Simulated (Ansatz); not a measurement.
## Structure search for LiS3

These are results of DFT PBE, scalar-relativistic, plane waves, PAW in Ansatz, not measurements. Settings: cutoff 420 eV, Γ-centred meshes spaced at most about 0.3 Å⁻¹, and about 0.25 Å⁻¹ or finer for metals (2π included), Gaussian smearing. No spin polarisation.

Energies over the elements count from the elements' standard structures at the same level, with no fitted energy shifts.

All energies are static (0 K, no zero-point motion). The comparison covers the computed candidates alone. In Im-3m, P4mm, P6/mmm, P4/mmm, Pm-3m at 16.1 Å³/atom and others an odd number of electrons in the primitive cell allows no gap without spin; a larger cell or a magnetic state could open one. The reference form of S is held partly by dispersion forces, which this level lacks.

Invented guesses were relaxed alike, and ends that match in structure were merged. ΔE counts from the first row. Coordination counts S atoms around Li (those within 1.25 times the shortest such distance or 1.15 times the sum of covalent radii; a plus sign parts nearer from farther groups; the shortest distance is added where it is long for a bond). The ends were matched against large subsets of the Crystallography Open Database and the Materials Project, so a missing match doesn't prove that a structure is unreported.

| # | reached from | type and space group | atoms | Å³/atom | coordination | ΔE (meV/atom) | gap on mesh (eV) | in databases |
| --- | --- | --- | --- | --- | --- | --- | --- | --- |
| 1 | random cell | Im-3m (No. 229) | 4 | 15.9 | Li 6 | 0 | 0.00 | no match |
| 2 | perovskite family, tilts a0a0a0, polar shift along [001] | P4mm (No. 99) | 4 | 24.1 | Li 2+4 | 270 | 0.00 | no match |
| 3 | random cell | P6/mmm (No. 191) | 4 | 21.0 | Li 2 | 405 | 0.00 | no match |
| 4 | ZrCd3 type (P4/mmm) | P4/mmm (No. 123) | 4 | 15.5 | Li 8+4 | 437 | 0.00 | no match |
| 5 | Ag3Pt type (Pm-3m) | Pm-3m (No. 221) | 4 | 16.1 | Li 12 from 2.8 Å | 501 | 0.00 | no match |
| 6 | Ta3Sn type (Pm-3n) | Pm-3n (No. 223) | 8 | 15.8 | Li 12 from 2.8 Å | 518 | 0.00 | no match |
| 7 | random cell | ReO3, Pm-3m (No. 221) | 4 | 21.4 | Li 6 | 955 | 0.00 | no match |

The lowest: Space group Im-3m (No. 229), cubic, a = 5.027 Å. Li is surrounded by 6 S at 2.51 Å; S is surrounded by 2 Li at 2.51 Å and 4 S at 2.51 Å. Its energy over the elements is −0.23 eV/atom. Whether it is stable depends on the other phases of the system, which aren't compared here. An observed structure of this formula, if there is one, may be missing.

Space group Im-3m (No. 229). a = 5.027 Å, b = 5.027 Å, c = 5.027 Å, α = 90.00°, β = 90.00°, γ = 90.00°
```csv
atom,site,symmetry,x,y,z
Li,2a,m-3m,0.0000,0.0000,0.0000
S,6b,4/mm.m,0.5000,0.0000,0.0000
```

The second: Space group P4mm (No. 99), tetragonal, a = 4.452 Å, c = 4.860 Å. Li has 2 S at 2.41–2.45 Å and 4 S at 2.83 Å; around S on a site of symmetry 2mm lie 2 S at 2.32 Å and 2 Li at 2.83 Å; S on a site of symmetry 4mm is surrounded by 4 S at 2.32 Å and 2 Li at 2.41–2.45 Å. Counting S atoms around Li, the first has Li 6 and the second has Li 2+4. The second holds S–S nets (shortest 2.32 Å); in the first the shortest S–S distance is 2.51 Å, near bonding range too. Cells relaxed within their symmetry can be saddle points. Some candidate types were left out of the draw beforehand, so a known form may be missing.
